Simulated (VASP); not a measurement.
Input of a VASP 6.6.1 run:

The input INCAR:

```
PREC = Accurate
ENCUT = 520
EDIFF = 1E-6
ISMEAR = 0
SIGMA = 0.01
LREAL = F
LASPH = T
NELM = 100
ALGO = Normal
ISIF = 2
LWAVE = F
LCHARG = F
NBANDS = 16
```

File KPOINTS:

```
regular mesh
0
Gamma
  10 10 10
```

The input POSCAR:

```
CdSe
1.0
    0.0000000000      3.0039002192      3.0039002192
    3.0039002192      0.0000000000      3.0039002192
    3.0039002192      3.0039002192      0.0000000000
Cd Se
1 1
Direct
    0.0000000000      0.0000000000      0.0000000000
    0.7500000000      0.7500000000      0.7500000000
```

Potentials or basis: VASP PAW LDA potentials, release 64 (Cd, Se).

Run with:

```bash
$ cat potpaw_LDA.64/Cd/POTCAR potpaw_LDA.64/Se/POTCAR > POTCAR
$ mpirun -np 1 vasp_std > vasp.out
```

Q: What does it give for the pressure?

A: 0.5 GPa.

Q: What does it give for the band gap on the k mesh?

A: 0.44 eV, direct.
